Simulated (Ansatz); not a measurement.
Tellurium, trigonal tellurium: convergence with the k-point mesh

Computed with Ansatz, r²SCAN, scalar-relativistic PAW, on the relaxed cell (a = 4.632 Å, c = 5.887 Å (c/a = 1.271); spin not included). Errors count from a run at 500 eV on a Γ-centred 7×7×5 mesh with Fermi-Dirac smearing of 0.05 eV, extrapolated to zero width. Fixed here: cutoff 500 eV, Fermi-Dirac width 0.05 eV. The SCF starts from atomic densities corrected by a trained network.

| k-mesh | E(σ→0) error (meV/atom) | P (GPa) | SCF iterations |
| --- | --- | --- | --- |
| 1×1×1 | 2018.8 | 13.68 | 8 |
| 2×2×2 | 119.7 | 0.74 | 7 |
| 3×3×2 | 32.9 | 0.23 | 6 |
| 4×4×3 | 5.4 | 0.06 | 7 |
| 5×5×4 | 0.5 | 0.01 | 7 |
| 6×6×5 | 0.5 | 0.00 | 7 |
| 8×8×6 | 0.0 | 0.00 | 7 |
| 11×11×8 | -0.1 | -0.01 | 7 |

Within 5 meV/atom of the last row: from 5×5×4 on.
